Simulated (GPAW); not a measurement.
AlNi:

```
Ni Al
1.0
     1.93869   -1.95319    0.00000
     1.93869    1.95319    0.00000
     0.00000    0.00000    3.09943
Ni Al
1 1
Direct
  0.50000 0.50000 0.50000
  0.00000 0.00000 0.00000
```

The cell comes from a database or a generator and needn't be the stable form of this composition.

| Property | Result |
| --- | --- |
| Program | GPAW 26.7.0 |
| Task | relaxation of cell and atoms |
| Functional | PBEsol |
| Dispersion | D3(BJ)+ATM |
| Potentials or basis | PAW data sets generated in the run's folder for this functional |
| Cutoff | 600 eV |
| Basis | pw |
| k mesh | 6 × 6 × 6 |
| Occupations | fermi-dirac, width 0.05 eV |
| Spin | collinear spin, ferromagnetic start |
| Starting moments | [1.0, 0.0] μB |

At the start: pressure -3.0 GPa; volume 11.74 Å³/atom.

How do energy, volume and symmetry change on relaxing?

Over 10 steps the energy falls by 8.1 meV/atom and the volume is 11.54 Å³/atom (-1.7 %); space group P4/mmm (No. 123, to 0.05 Å); moment 0.00 μB per cell.

Step by step:
| step | energy change (eV) | largest force (eV/Å) | pressure (GPa) | volume (Å³) |
| --- | --- | --- | --- | --- |
| 1 | 0.0000 | 0.0000 | -3.04 | 23.47 |
| 2 | -0.0028 | 0.0000 | -2.22 | 23.36 |
| 3 | -0.0084 | 0.0000 | 1.16 | 22.93 |
| 4 | -0.0093 | 0.0000 | 1.29 | 22.91 |
| 5 | -0.0150 | 0.0000 | 0.95 | 22.95 |
| 6 | -0.0159 | 0.0000 | 0.28 | 23.03 |
| 7 | -0.0160 | 0.0000 | -0.04 | 23.07 |
| 8 | -0.0161 | 0.0000 | -0.19 | 23.09 |
| 9 | -0.0161 | 0.0000 | -0.20 | 23.09 |
| 10 | -0.0162 | 0.0000 | -0.09 | 23.08 |

Final structure:
```cif
data_structure
_symmetry_space_group_name_H-M 'P 1'
_symmetry_Int_Tables_number 1
_cell_length_a 2.7814
_cell_length_b 2.7814
_cell_length_c 2.9829
_cell_angle_alpha 90.000
_cell_angle_beta 90.000
_cell_angle_gamma 89.998
_cell_volume 23.08
loop_
_atom_site_label
_atom_site_type_symbol
_atom_site_fract_x
_atom_site_fract_y
_atom_site_fract_z
_atom_site_occupancy
Ni1 Ni 0.50000 0.50000 0.50000 1
Al1 Al 0.00000 0.00000 0.00000 1
```

Caveat: the k mesh is coarse (spacing up to 0.38 Å⁻¹), so the values aren't converged; each step starts from the last one's moments, so a moment once lost doesn't come back; the stock nickel data set gives pressures a few GPa off other programs; later steps reuse the first step's grids; pairwise dispersion overbinds metals, which lowers pressure and volume.
